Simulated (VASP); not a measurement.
# PbS: restarted molecular dynamics, 2 variants

PbS, Pnma (no. 62), 8 atoms in the cell. PBE, molecular dynamics; PAW potentials Pb, S (PBE set).

| Restart from | Temperature at the end (K) | The same without a restart (K) | Potential energy at the end (eV/atom) | The same without a restart (eV/atom) | Electronic steps in the first step after the restart | Time (s) |
|---|---|---|---|---|---|---|
| CONTCAR with velocities, WAVECAR read | 661.0 | 661.0 | -4.28209 | -4.28209 | 4 | 272 |
| CONTCAR with velocities, no WAVECAR | 661.0 | 661.0 | -4.28209 | -4.28209 | 15 | 252 |

Limits: 120 fs of 8 atoms are too short for converged averages; the cell is only 4.2 Å across, so each atom moves in step with near copies of itself.

## Input of the first row

INCAR.step1:
```
SYSTEM = PbS
GGA = PE ; PREC = Normal
ENCUT = 260 ; EDIFF = 1E-6
NELMIN = 4 ; NELM = 60
ALGO = Normal ; LREAL = Auto
LASPH = .True. ; ISMEAR = 0
SIGMA = 0.05 ; ISYM = 0
LWAVE = .True. ; LCHARG = .False.
IBRION = 0 ; NSW = 30
POTIM = 2.0 ; TEBEG = 1000
ISIF = 2 ; RANDOM_SEED = 45857 0 0
MDALGO = 1 ; ANDERSEN_PROB = 0.0
KPAR = 2
```

INCAR.step2, as INCAR.step1 but for:
```
- LWAVE = .True.
+ LWAVE = .False.
```

KPOINTS:
```
k-points
0
Gamma
  2 3 2
```

POSCAR.step1:
```
PbS
1.0
    8.4331939300      0.0000000000      0.0000000000
    0.0000000000      4.2305071600      0.0000000000
    0.0000000000      0.0000000000      5.9824948000
Pb S
4 4
Direct
    0.3762350600      0.2500000000      0.2500887600
    0.8762350600      0.2500000000      0.2499112400
    0.6237649400      0.7500000000      0.7499112400
    0.1237649400      0.7500000000      0.7500887600
    0.6252436600      0.7500000000      0.2509490300
    0.1252436600      0.7500000000      0.2490509700
    0.3747563400      0.2500000000      0.7490509700
    0.8747563400      0.2500000000      0.7509490300
```

Commands (each step's output is kept before the next begins):
```
cat potpaw_PBE.64/Pb/POTCAR potpaw_PBE.64/S/POTCAR > POTCAR
cp INCAR.step1 INCAR
cp POSCAR.step1 POSCAR
mpirun -np 2 vasp_std > vasp.out
cp CONTCAR POSCAR
cp INCAR.step2 INCAR
mpirun -np 2 vasp_std > vasp.out
```

Changes of the last row against the first:
```
(step 1)
- LWAVE = True
+ LWAVE = False
```

VASP 6.6.1 took 272 s on 2 cores (AMD EPYC 7R13 (Zen 3)), a shared host.
